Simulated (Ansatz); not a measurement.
Crystal: Lu.

```
Lu
1.0
    -1.95411    1.95411    1.95411
     1.95411   -1.95411    1.95411
     1.95411    1.95411   -1.95411
Lu
1
Cartesian
  0.0000 0.0000 0.0000
```

This isn't the form of Lu at room conditions, which is hcp.

- Program: Ansatz 0.2.0
- Task: relaxation of cell and atoms
- Functional: PBEsol
- Potentials or basis: Ansatz PAW
- Cutoff: 420 eV (not typed: the program's choice for these potentials)
- k mesh: 10 × 10 × 10
- Occupations: fermi-dirac, width 0.05 eV
- Spin: no spin polarisation

At the start: volume 29.85 Å³/atom.

**Question.** Where does the relaxation end?

**Answer.** It ends after 4 steps and the volume is 27.91 Å³/atom (-6.5 %); space group Im-3m (No. 229, to 0.05 Å).

Step by step:
```tsv
step	energy change (eV)	largest force (eV/Å)	volume (Å³)
1	0.0000	0.0000	29.85
2	-0.0183	0.0000	28.01
3	-0.0184	0.0000	27.91
4	-0.0180	0.0000	27.91
```

Final structure:
```cif
data_structure
_symmetry_space_group_name_H-M 'P 1'
_symmetry_Int_Tables_number 1
_cell_length_a 3.3097
_cell_length_b 3.3097
_cell_length_c 3.3097
_cell_angle_alpha 109.471
_cell_angle_beta 109.471
_cell_angle_gamma 109.471
_cell_volume 27.91
loop_
_atom_site_label
_atom_site_type_symbol
_atom_site_fract_x
_atom_site_fract_y
_atom_site_fract_z
_atom_site_occupancy
Lu1 Lu 0.00000 0.00000 0.00000 1
```

Caveat: the plane-wave basis is chosen anew once the cell has moved, so the energies of steps on either side of that aren't comparable; the PAW data sets come from PBE, with cores solved anew for the run's functional, which leaves a small shift of forces and pressure.
